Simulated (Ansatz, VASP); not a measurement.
# Si11BHO24 (B-H pair in alpha-quartz): VASP beside Ansatz, part 2 of 2

One calculation is typed for both programs; each brings its own data sets. How far apart do they land? The cell is taken from a series of runs on this material, whose earlier steps may have relaxed, scaled, displaced or heated it; both programs get it as it stands.

VASP 6.6.1 and Ansatz 0.2.0.

So far. Step 2 (VASP: single point, HSE06): The run ends at a pressure of -2.55 GPa, with forces up to 6.0 eV/Å.

**3. Ansatz: single point, HSE06**

Level of this step: Ansatz beside VASP: Kohn-Sham DFT, plane waves, HSE06 (Ansatz).

Ansatz runs on its default PAW (the set named soft_2) files.

The same cell, functional, mesh and smearing now go to Ansatz.

The input, input.yaml:

```yaml
crystal:
  lattice:
    - [-2.50916922, 4.34600857, 5.50897409]
    - [5.01833844, 0.0, 5.50897409]
    - [5.01833844, 8.69201714, 0.0]
  atoms:
    - { symbol: Si, position: [0.079878246, 0.578030797, 0.454158666] }
    - { symbol: Si, position: [0.59111398, 0.073638567, 0.200491929] }
    - { symbol: Si, position: [0.412904012, 0.932305559, 0.025029918] }
    - { symbol: Si, position: [0.910394624, 0.423888354, 0.289072574] }
    - { symbol: Si, position: [0.004097364, 0.002801244, 0.249403223] }
    - { symbol: Si, position: [0.488738062, 0.495889479, 0.008623295] }
    - { symbol: O, position: [0.290846371, 0.477138138, 0.487604758] }
    - { symbol: O, position: [0.817992843, 0.99931606, 0.203842727] }
    - { symbol: O, position: [0.454393163, 0.005773994, 0.362259634] }
    - { symbol: O, position: [0.927072754, 0.531120836, 0.117395287] }
    - { symbol: O, position: [0.451265494, 0.699026067, 0.048654359] }
    - { symbol: O, position: [0.951084978, 0.191467142, 0.311801353] }
    - { symbol: O, position: [0.188205614, 0.013925121, 0.106756256] }
    - { symbol: O, position: [0.698378018, 0.509398719, 0.386545355] }
    - { symbol: O, position: [0.067807585, 0.46986496, 0.343588067] }
    - { symbol: O, position: [0.559489706, 0.975905024, 0.091403402] }
    - { symbol: O, position: [0.055954979, 0.808829571, 0.376628282] }
    - { symbol: O, position: [0.535617875, 0.310464824, 0.143244267] }
    - { symbol: Si, position: [0.075890802, 0.580009262, 0.956900987] }
    - { symbol: Si, position: [0.604285046, 0.09166528, 0.692984686] }
    - { symbol: Si, position: [0.432089835, 0.908451553, 0.534912577] }
    - { symbol: Si, position: [0.898964187, 0.42855332, 0.7811262] }
    - { symbol: Si, position: [0.01295076, -0.005452058, 0.752431015] }
    - { symbol: B, position: [0.591271004, 0.502445463, 0.527657856] }
    - { symbol: O, position: [0.298284009, 0.487553706, 0.970274891] }
    - { symbol: O, position: [0.825633228, 0.993234104, 0.707048897] }
    - { symbol: O, position: [0.451888157, 0.044330551, 0.852649735] }
    - { symbol: O, position: [0.916115722, 0.545307886, 0.610234746] }
    - { symbol: O, position: [0.496389171, 0.671767804, 0.570651373] }
    - { symbol: O, position: [0.975253152, 0.196922235, 0.793534827] }
    - { symbol: O, position: [0.204395685, -0.029955872, 0.618442322] }
    - { symbol: O, position: [0.673378413, 0.482906927, 0.867716019] }
    - { symbol: O, position: [0.036388592, 0.489556238, 0.846118047] }
    - { symbol: O, position: [0.562268734, 0.994227855, 0.588620653] }
    - { symbol: O, position: [0.043490895, 0.814510385, 0.893779716] }
    - { symbol: O, position: [0.578301493, 0.327047256, 0.631885421] }
    - { symbol: H, position: [0.287983944, 0.431822265, 0.627575319] }
basis:
  ecutwfc: 420
  xc_grid: 2
hamiltonian:
  xc: hse06
kpoints:
  mp_grid: { grid: [1, 1, 1] }
scf:
  occupations: { method: fermi_dirac, width: 0.01 }
  max_iter: 120
output:
  forces: true
checkpoint:
  read: "../relax.run"
```

The run is started by

```bash
ansatz run input.yaml --threads 2 --pin off --max-ram 3768MiB --backend cpu --events-out ev --progress --plain --runs-dir out
```

Numbers of over 12 decimals in the logs are rounded to 6 here.

Output:

```text
Warning: checkpoint.read: the run can stay near the saved state's solution: 2 site(s) moved relative to the saved geometry (max |Δs| = 3.622e-2 fractional); the SCF starts from the saved state under `checkpoint.density_extrapolation: transplant`, in force with no word given; its orbitals are not used off its sites. A run without `checkpoint.read` takes nothing of the state. A lower free energy from it at the same positions (and U, V and field ramp, if any) shows a solution that this start missed, and an equal or higher one rules none out (checkpoint.read, Limitations, in the input reference)
exact exchange: scf.exx.singularity resolves to wigner_seitz, which cuts the screened interaction at the faces of the exchange supercell's Wigner-Seitz cell, so that each pair interacts once, at the shortest of its separations (the periodic images that this leaves out come, for a point-like exchange hole, to about 0.070 eV on a filled level). The cut falls within the interaction's reach, and what an exchange supercel [...]
Engine: ansatz 0.2.0, x86_64-unknown-linux-gnu
Pseudopotentials: kind: paw
Pseudopotential: Si, paw, valence charge 4, recommended cutoff 420 eV (normal), Si.paw.azcp
Pseudopotential: O, paw, valence charge 6, recommended cutoff 420 eV (normal), O.paw.azcp
Pseudopotential: B, paw, valence charge 3, recommended cutoff 420 eV (normal), B.paw.azcp
Pseudopotential: H, paw, valence charge 1, recommended cutoff 420 eV (normal), H.paw.azcp
Functional definition: HSE06
  parameter a = 0.25
  parameter omega = 0.11/bohr
  exchange = pbe_x - a*pbe_x_sr(omega) + a*exact_x_sr(omega)
  correlation = pbe_c
Crystal: 37 atoms, lattice volume = 480.597 Å³
Basis set: ecut = 420 eV, 9403 PW (Γ), exchange–correlation on 100×100×144 points (8 copies of the dense FFT grid, shifted against one another)
Bands: 133, of which v1, the nominal top of the filled ones, is band 96 counted from 1 (95 counted from 0)
Symmetry: 1 space group operations
Space group: P1 (ITA 1), of the structure as read, at distance tolerance 7.8e-5 Å
k-points: 1
Non-local potential: Si, projectors of the file, l = 0: 2, l = 1: 2, l = 2: 2
Non-local potential: O, projectors of the file, l = 0: 2, l = 1: 2, l = 2: 1
Non-local potential: B, projectors of the file, l = 0: 2, l = 1: 2, l = 2: 1
Non-local potential: H, projectors of the file, l = 0: 2, l = 1: 1
PAW form: soft (Blöchl's): semilocal exchange-correlation on the pseudo side does not see the compensation charge
PAW frozen core: Si, regenerated for the run's functional, and the local potential with it (the file was generated under x = pbe(κ = 0.804, μ = 0.219515), c = pbe(β = 0.066725))
PAW frozen core: O, regenerated for the run's functional, and the local potential with it (the file was generated under x = pbe(κ = 0.804, μ = 0.219515), c = pbe(β = 0.066725))
PAW frozen core: B, regenerated for the run's functional, and the local potential with it (the file was generated under x = pbe(κ = 0.804, μ = 0.219515), c = pbe(β = 0.066725))
PAW one-centre angular grid: Si, 110 points (default); XC on 64 Gauss nodes
PAW one-centre angular grid: O, 110 points (default); XC on 96 Gauss nodes
PAW one-centre angular grid: B, 110 points (default); XC on 64 Gauss nodes
PAW one-centre angular grid: H, 110 points (default); XC on 64 Gauss nodes
Initial density: read from a saved state, or passed on in memory by an earlier SCF of this step, an earlier step, the calling program or the single point that the run made first, carried with its atoms to this geometry
Initial wavefunctions: pseudopotential atomic-orbital guess
Functional: x = pbe(κ = 0.804, μ = 0.219515), c = pbe(β = 0.066725), warm-up for x = pbe(κ = 0.804, μ = 0.219515) + 0.25 (exact − pbe) at short range (hse, ω = 0.207870 Å⁻¹), c = pbe(β = 0.066725); HSE06 as pw.x's `hse` composes it (authors' and Libxc's form: `xc: wpbeh`)
iter 1 solved again at ethr=3.75e-4 eV; its pass at ethr=1.00e-1 eV (dr2=7.19e-1 eV) is discarded
[...]
preconditioner: auto → none  [insulator: Δε(μ)=4.774 eV  Ē_g=16.650 eV  σ=0.010 eV  W_gap=1.00  n_scr=102 (ndim 8)  ℏωp=23.5 eV  f_vac=0.176  D(μ)=0.00/eV (n_scr^D=0)]
SCF iter   2: F=—  HF=-20821.421915 eV  |F-HF|=—  |Δ(HF+E_count)|=   1.00e-1  Δρ=8.76e-3  dr2=2.39e-1  ethr=3.63e-4  ⟨swp⟩=5.0  Hψ=344  notcnv=0
SCF iter   3: F=—  HF=-20821.375916 eV  |F-HF|=—  |Δ(HF+E_count)|=   4.60e-2  Δρ=4.17e-3  dr2=4.13e-2  ethr=1.25e-4  ⟨swp⟩=6.0  Hψ=336  notcnv=0
SCF iter   4: F=—  HF=-20821.373911 eV  |F-HF|=—  |Δ(HF+E_count)|=   2.01e-3  Δρ=1.37e-3  dr2=5.99e-3  ethr=2.15e-5  ⟨swp⟩=5.0  Hψ=310  notcnv=0  defer=1
iter 5 solved again at ethr=1.40e-7 eV; its pass at ethr=3.12e-6 eV (dr2=2.68e-4 eV) is discarded
SCF iter   5: F=-20821.373722 eV  HF=-20821.373665 eV  |F-HF|=5.76e-5  |Δ(HF+E_count)|=   2.46e-4  Δρ=3.35e-4  dr2=2.62e-4  ethr=1.40e-7  ⟨swp⟩=4.0  Hψ=582  notcnv=0  defer=1
SCF 1 stopped early in 5 iterations: F = -20821.373722 eV  dr2 = 2.62e-4
  greatest PAW one-centre occupation: 0.864 electrons in one spin orbital (limit 2), on the O atom at site 6 (counted from 0), in its partial waves of l = 0
Initial density: handed on by an earlier stage of this run
Initial wavefunctions: those handed on with the density
[...]
SCF iter   2: F=—  HF=-20824.918763 eV  |F-HF|=—  |Δ(HF+E_count)|=   6.28e-2  Δρ=2.73e-3  dr2=1.78e-2  ethr=1.37e-6  ⟨swp⟩=5.0  Hψ=521  notcnv=0
SCF iter   3: F=—  HF=-20824.980295 eV  |F-HF|=—  |Δ(HF+E_count)|=   6.15e-2  Δρ=1.32e-3  dr2=7.05e-3  ethr=1.37e-6  ⟨swp⟩=6.0  Hψ=492  notcnv=0
SCF iter   4: F=—  HF=-20824.978270 eV  |F-HF|=—  |Δ(HF+E_count)|=   2.02e-3  Δρ=1.75e-4  dr2=1.76e-4  ethr=1.37e-6  ⟨swp⟩=4.0  Hψ=367  notcnv=0
SCF iter   5: F=—  HF=-20824.979030 eV  |F-HF|=—  |Δ(HF+E_count)|=   7.59e-4  Δρ=1.83e-4  dr2=1.45e-4  ethr=4.40e-8  ⟨swp⟩=6.0  Hψ=390  notcnv=0
SCF iter   6: F=-20824.978983 eV  HF=-20824.978991 eV  |F-HF|=7.93e-6  |Δ(HF+E_count)|=   3.86e-5  Δρ=4.64e-5  dr2=1.09e-5  ethr=4.40e-8  ⟨swp⟩=3.0  Hψ=322  notcnv=0
SCF 2 stopped early in 6 iterations: F = -20824.978983 eV  dr2 = 1.09e-5
  Residual-converged pass: ⟨swp⟩=4.0  Hψ=397  notcnv=0  max |occ|·‖R‖ = 5.6e-6 eV (tolerance 6.7e-6 eV)  dr2=1.12e-5  dr2_onsite=4.24e-7  max |Δocc| = 0.0e0
  greatest PAW one-centre occupation: 0.867 electrons in one spin orbital (limit 2), on the O atom at site 6 (counted from 0), in its partial waves of l = 0
hybrid outer 1: dexx = +6.742e-2 eV, tail = 7.54e-5 eV
Exchange kernel: α = 0.2500, screened, ω = 0.2079 Å⁻¹, Wigner–Seitz truncation, v(0) = 764.3003 eV·Å³, q-mesh 1×1×1, nearest image of the exchange supercell L = 7.45 Å, pair-density grid 36×36×45, without the augmentation charges, whose exchange is taken in its separable form (sized by the pseudopotential files, 48×48×64 at the most)
Frozen-core exchange: fock
SCF iter   1: F=—  HF=-20824.978128 eV  |F-HF|=—  |Δ(HF+E_count)|=         —  Δρ=3.33e-5  dr2=3.46e-6  ethr=1.96e-7  ⟨swp⟩=9.0  Hψ=394  notcnv=0
preconditioner: auto → none  [insulator: Δε(μ)=6.888 eV  Ē_g=19.182 eV  σ=0.010 eV  W_gap=1.00  n_scr=102 (ndim 8)  ℏωp=23.5 eV  f_vac=0.176  D(μ)=0.00/eV (n_scr^D=0)]
SCF iter   2: F=—  HF=-20824.978127 eV  |F-HF|=—  |Δ(HF+E_count)|=   6.44e-7  Δρ=1.08e-5  dr2=2.64e-7  ethr=1.49e-9  ⟨swp⟩=3.0  Hψ=295  notcnv=0
SCF iter   3: F=—  HF=-20824.978128 eV  |F-HF|=—  |Δ(HF+E_count)|=   1.27e-6  Δρ=8.29e-6  dr2=2.33e-7  ethr=6.90e-11  ⟨swp⟩=8.0  Hψ=444  notcnv=0
SCF iter   4: F=—  HF=-20824.978128 eV  |F-HF|=—  |Δ(HF+E_count)|=   6.36e-8  Δρ=1.68e-6  dr2=1.54e-8  ethr=6.90e-11  ⟨swp⟩=4.0  Hψ=321  notcnv=0
SCF iter   5: F=-20824.978128 eV  HF=-20824.978128 eV  |F-HF|=2.76e-10  |Δ(HF+E_count)|=   3.15e-9  Δρ=3.85e-7  dr2=1.58e-9  ethr=5.78e-12  ⟨swp⟩=3.0  Hψ=288  notcnv=0
SCF 3 converged in 5 iterations: F = -20824.978128 eV  dr2 = 1.58e-9
  Residual-converged pass: ⟨swp⟩=3.0  Hψ=230  notcnv=0  max |occ|·‖R‖ = 1.5e-6 eV (tolerance 1.9e-6 eV)  dr2=1.58e-9  dr2_onsite=3.14e-11  max |Δocc| = 0.0e0
hybrid outer 2: dexx = +1.227e-6 eV, tail = 1.28e-8 eV, Δε = 8.34e-4 eV (about 1.13e-5 eV left of the loop's levels), ΔF = 3.45e-3 eV/Å (tail 2.26e-4)
hybrid SCF converged: 2 outer / 11 inner (+5 warm-up), last move |dexx| = 1.23e-6 eV, tail = 1.28e-8 eV
Stability not checked: this state was not tested for a lower state beside it, because the functional holds exact exchange (a hybrid, or Hartree-Fock), whose exchange loop this test does not read (fock_operator; see scf.lower_state_search)
Free energy (F): -20824.978128 eV
Frozen-core exchange: fock
Harris-Foulkes:  -20824.978128 eV  (|F-HF|=2.76e-10)
Internal energy: -20824.978128 eV  (E = F + TS)
E sigma→0 (E₀):  -20824.978128 eV
Fermi energy:    4.098602 eV
--- Per-component energies (eV) ---
  E_band       = -1303.273518
  E_kinetic    = 4862.954888
  E_local      = -12529.014736  (includes V_loc(G=0)·N_el)
  E_nonlocal   = 1397.271572
  E_hartree    = 4546.895179
  E_xc         = -1955.715061
  E_vxc        = -2267.038536  (∫ρ·V_xc dr)
  E_exx        = -552.747941  (= α·E_x^exact, valence–valence)
  E_paw        = -9470.306116  (= ΣΔE_a)
  E_vpaw       = -755.804620  (= ΣTr[D̂ρ^β])
  E_aug_tail   = 0.061225  (compensation charges beyond the density's cutoff)
  E_ewald      = -7123.074467
  E_core_change = -1.302673  (= ΣΔE_core)
  E_smearing   = -0.000000  (= −TS)
  E_closure    = 0.000001  (closes the sum)
  Σ components = -20824.978128   (vs F -20824.978128, Δ=0.00e0)
--- Forces (eV/Å), atoms counted from 1 ---
  atom   1  Si     0.08258879     0.27651117    -0.01694851
  atom   2  Si     0.02006820     0.04524206    -0.00781670
  atom   3  Si     0.04137751     0.07781943    -0.05455025
  atom   4  Si     0.00792266     0.10630299     0.04826926
  atom   5  Si    -0.01039596     0.10493712    -0.07256940
  atom   6  Si     0.02421259     0.07853012     0.00088976
  atom   7  O      1.73370310     5.64715578    -0.91849679
  atom   8  O      0.00413245    -0.03967495    -0.00350366
  atom   9  O     -0.01279803     0.00809748     0.00168298
  atom  10  O     -0.04548251    -0.08138851     0.02802951
  atom  11  O     -0.01373002    -0.02637982     0.01207731
  atom  12  O      0.00740336    -0.02178409     0.00485568
  atom  13  O     -0.03140047    -0.03133506     0.04249407
  atom  14  O      0.02298245     0.06231152    -0.03378162
  atom  15  O     -0.03749384    -0.19087330    -0.12037692
  atom  16  O     -0.01660144    -0.03194139    -0.00091805
  atom  17  O      0.11824612    -0.16283682     0.07023441
  atom  18  O     -0.00453026    -0.03608100     0.01494286
  atom  19  Si     0.14847627     0.14376527     0.03519199
  atom  20  Si    -0.20884681     0.03795849    -0.12225996
  atom  21  Si     0.00794245    -0.07097751     0.01265076
  atom  22  Si    -0.06323221    -0.29118765    -0.04008212
  atom  23  Si    -0.04143661    -0.02813462     0.05444419
  atom  24  B      0.04467112    -0.32982723     0.11241934
[...]
atom  30  O      0.02023863     0.04146726     0.00127549
  atom  31  O      0.02104313     0.02754976    -0.02891523
  atom  32  O     -0.00063967     0.01912949     0.00722013
  atom  33  O     -0.14049147     0.01236355     0.07399371
  atom  34  O      0.03408442     0.05096676     0.02972709
  atom  35  O     -0.02431263     0.00177297    -0.02704091
  atom  36  O      0.17455663     0.07381888    -0.15145776
  atom  37  H     -2.04070564    -5.43790953     1.23146610
  max |Σ_I F_I| component: 2.00e-4 eV/Å
--- Band table (eV) ---
  k-point 0: bands = [... 92 lower, 0.3072, 0.3557, 0.4787, 0.6546, 7.5426]
  guard bands above this table: 36 of the run's 133 bands. The solve was not asked for them (output.publish_guard_bands: true or output.eigenvalues: true publishes all)
```

The column dr2 measures how far the density is from self-consistency, as an energy; F and HF (Harris–Foulkes) agree once it is small.

**4. Comparison**

Known differences besides the potentials themselves: exact exchange at q = 0 is treated differently, which shows on coarse meshes; VASP keeps PBE cores, Ansatz makes them for the functional; the cutoff is 420 eV in Ansatz and 520 eV in VASP (PREC = Accurate, projectors in real space); VASP takes a coarser grid for exact exchange (PRECFOCK = Fast). Total energies have different zeros and are not compared.

Both answers:

| quantity | Ansatz | VASP | difference |
| --- | --- | --- | --- |
| gap on the k mesh (eV) | 6.888 | 6.905 | -0.017 |

Forces on 8 of the 37 atoms, those with the largest forces and the largest differences (eV/Å; atoms numbered as in POSCAR):

| atom | Ansatz x, y, z | VASP x, y, z |
| --- | --- | --- |
| Si1 | 0.083, 0.277, -0.017 | 0.101, 0.235, -0.001 |
| Si10 | -0.063, -0.291, -0.040 | -0.055, -0.283, -0.050 |
| O12 | 1.734, 5.647, -0.918 | 1.704, 5.692, -0.899 |
| O19 | 0.023, 0.062, -0.034 | -0.024, 0.069, -0.013 |
| O27 | 0.162, 0.027, -0.186 | 0.144, 0.028, -0.184 |
| O35 | 0.175, 0.074, -0.151 | 0.142, 0.088, -0.187 |
| B36 | 0.045, -0.330, 0.112 | 0.086, -0.330, 0.088 |
| H37 | -2.041, -5.438, 1.231 | -2.041, -5.404, 1.234 |

The forces differ by 15 meV/Å r.m.s., which is 1.9 % of the r.m.s. force of 0.804 eV/Å (both taken over all components). A gap on the mesh is an upper bound, since the band edges may lie between its points.

**5. Results**

```
r.m.s. force difference (single point, HSE06) : 1.9 % of the r.m.s. force
```

What this shows: The r.m.s. force difference is 1.9 % of the r.m.s. force (single point, HSE06), within the 3 % picked in this series as the mark of a large difference. Such differences can come from data sets, numerical settings and the points named under the comparisons, not from the functional's error against experiment.

[Lines on the potential files, build, host, timing and source positions are cut from VASP's logs without a mark.]

[Logs are printed without paths, hosts, clocks, repeated set-up lines and the standing remarks that a program may print on its own settings, such as how far it seeks lower states.]

[Hosts, paths, dates, database ids (printed as entryN), source tags and the programs' standing remarks are cut or masked in the printed files.]
